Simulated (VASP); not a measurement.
**VASP 6.6.1 run: CdS**

INCAR

```
EDIFF = 1E-7
LCHARG = .FALSE.
PREC = Accurate
ISIF = 2
LWAVE = .FALSE.
IBRION = -1
LREAL = .FALSE.
NBANDS = 16
SIGMA = 0.02
NSW = 0
GGA = RP
ISMEAR = -1
ENCUT = 520
LASPH = .TRUE.
NELM = 120
```

KPOINTS

```
KPOINTS created by Atomic Simulation Environment
0
Gamma
8 8 8
0 0 0
```

POSCAR

```
Cd S
 1.0000000000000000
     0.0000000000000000    2.9392148400000000    2.9392148400000000
     3.1049865570000001    0.0000000000000000    2.9392148400000000
     3.1049865570000001    2.9392148400000000    0.0000000000000000
 Cd  S
   1   1
Cartesian
  0.0000000000000000  0.0000000000000000  0.0000000000000000
  1.5524932784999999  1.4696074199999998  1.4696074199999998
```

The recommended PBE PAW datasets give the neutral cell 18 valence electrons.

Command

```
mpirun -np 1 vasp_std
```

OSZICAR

```
N       E                     dE             d eps       ncg     rms          rms(c)
DAV:   1     0.110521832895E+03    0.11052E+03   -0.88907E+03  1920   0.101E+03
DAV:   2    -0.167369494518E+01   -0.11220E+03   -0.10594E+03  2272   0.254E+02
DAV:   3    -0.605221725940E+01   -0.43785E+01   -0.43698E+01  2432   0.520E+01
DAV:   4    -0.607994320101E+01   -0.27726E-01   -0.27723E-01  2440   0.404E+00
DAV:   5    -0.608034423535E+01   -0.40103E-03   -0.40103E-03  2368   0.461E-01    0.738E+00
DAV:   6    -0.552789936955E+01    0.55244E+00   -0.87686E-01  2760   0.106E+01    0.608E+00
DAV:   7    -0.551304299787E+01    0.14856E-01   -0.20407E-01  2312   0.307E+00    0.307E+00
DAV:   8    -0.551759432004E+01   -0.45513E-02   -0.17710E-02  2160   0.160E+00    0.321E-01
DAV:   9    -0.551823282366E+01   -0.63850E-03   -0.21370E-03  2424   0.583E-01    0.762E-02
DAV:  10    -0.551864743860E+01   -0.41461E-03   -0.38848E-04  2280   0.164E-01    0.842E-02
DAV:  11    -0.551891209397E+01   -0.26466E-03   -0.56912E-04  2216   0.143E-01    0.364E-02
DAV:  12    -0.551890568441E+01    0.64096E-05   -0.19977E-05  2248   0.451E-02    0.111E-02
DAV:  13    -0.551890990224E+01   -0.42178E-05   -0.72826E-06  2320   0.149E-02    0.120E-02
DAV:  14    -0.551891034009E+01   -0.43784E-06   -0.13682E-06  2416   0.732E-03    0.715E-03
DAV:  15    -0.551891035513E+01   -0.15042E-07   -0.40656E-08  1928   0.129E-03
   1 F= -.55189104E+01 E0= -.55189104E+01  d E =-.110714E-11
```

From OUTCAR

```
k-points           NKPTS =     59   k-points in BZ     NKDIM =     59   number of bands    NBANDS=     16

   NELECT =      18.0000    total number of electrons

   dimension x,y,z NGX =    32 NGY =   32 NGZ =   32
   dimension x,y,z NGXF=    64 NGYF=   64 NGZF=   64

  energy-cutoff  :      520.00
  volume of cell :       53.65
      direct lattice vectors                 reciprocal lattice vectors
     0.000000000  2.939214840  2.939214840    -0.161031293  0.170113458  0.170113458
     3.104986557  0.000000000  2.939214840     0.161031293 -0.170113458  0.170113458
     3.104986557  2.939214840  0.000000000     0.161031293  0.170113458 -0.170113458

 k-points in reciprocal lattice and weights: KPOINTS created by Atomic Simulation Env
   0.00000000  0.00000000  0.00000000       0.002
   0.12500000  0.00000000  0.00000000       0.016
   0.25000000  0.00000000  0.00000000       0.016
   0.37500000 -0.00000000 -0.00000000       0.016
   0.50000000  0.00000000  0.00000000       0.008
   0.12500000  0.12500000  0.00000000       0.008
   0.25000000  0.12500000  0.00000000       0.031
   0.37500000  0.12500000  0.00000000       0.031
   ...

 E-fermi :   1.2941

 k-point     1 :       0.0000    0.0000    0.0000
  band No.  band energies     occupation
      1     -11.0900      2.00000
      2      -6.7034      2.00000
      3      -6.6705      2.00000
      4      -6.6705      2.00000
      5      -6.3134      2.00000
      6      -6.3030      2.00000
      7       0.6874      2.00000
      8       0.8552      2.00000
      9       0.8552      2.00000
     10       1.9495      0.00000
     11       7.4484      0.00000
     12       7.4484      0.00000
     13       7.4521      0.00000
     14      11.6549      0.00000
     15      12.1949      0.00000
     16      12.5195      0.00000

 k-point     2 :       0.1250    0.0000    0.0000
  band No.  band energies     occupation
      1     -11.0390      2.00000
      2      -6.6791      2.00000
      3      -6.6525      2.00000
      4      -6.6266      2.00000
      5      -6.3118      2.00000
      6      -6.3053      2.00000
      7      -0.1412      2.00000
      8       0.6384      2.00000
      9       0.7608      2.00000
     10       2.7452      0.00000
     11       7.1684      0.00000
     12       7.6298      0.00000
     13       7.6442      0.00000
     14      11.2943      0.00000
     15      11.9237      0.00000
     16      12.7661      0.00000

 k-point     3 :       0.2500    0.0000    0.0000
  band No.  band energies     occupation
      1     -10.9154      2.00000
      2      -6.6381      2.00000
      3      -6.6128      2.00000
      4      -6.4612      2.00000
      5      -6.3058      2.00000
      6      -6.2996      2.00000
      7      -1.4617      2.00000
      8       0.3858      2.00000
      9       0.5473      2.00000
     10       3.5383      0.00000
     11       7.1037      0.00000
     12       7.8732      0.00000
     13       7.9976      0.00000
     14      11.2460      0.00000
     15      11.5580      0.00000
     16      12.3220      0.00000

 ...

  Total       -0.0412220      0.3565759      0.3565759      0.0000000      0.0000000      0.0000000
  in kB       -1.2310822     10.6490320     10.6490320      0.0000000      0.0000000      0.0000000
  external PRESSURE =       6.6889939 kB  Pullay stress =       0.0000000 kB

 POSITION                                       TOTAL-FORCE (eV/Angst)
 -----------------------------------------------------------------------------------
      0.00000      0.00000      0.00000        -0.000000      0.000000     -0.000000
      1.55249      1.46961      1.46961         0.000000      0.000000      0.000000
 -----------------------------------------------------------------------------------
    total drift:                               -0.000001     -0.000001     -0.000000

  FREE ENERGIE OF THE ION-ELECTRON SYSTEM (eV)
  ---------------------------------------------------
  free  energy   TOTEN  =        -5.5189103551 eV

  energy  without entropy=       -5.5189103551  energy(sigma->0) =       -5.51891036
```

It converged. Results: gap between bands v and c on the k mesh 1.09 eV; least direct gap on the k mesh 1.09 eV; pressure 0.7 GPa. Band v is the last that the valence electrons fill when counted band by band, and c is the next.

For comparison, a separate PBE run of the intended cell, on usual settings and not on those above, gives a gap of 0.91 eV on its mesh and a pressure of -1.3 GPa.

The run above took about 16 s on one core of a shared host (Intel Xeon 6975P-C) and held 0.2 GiB at most.
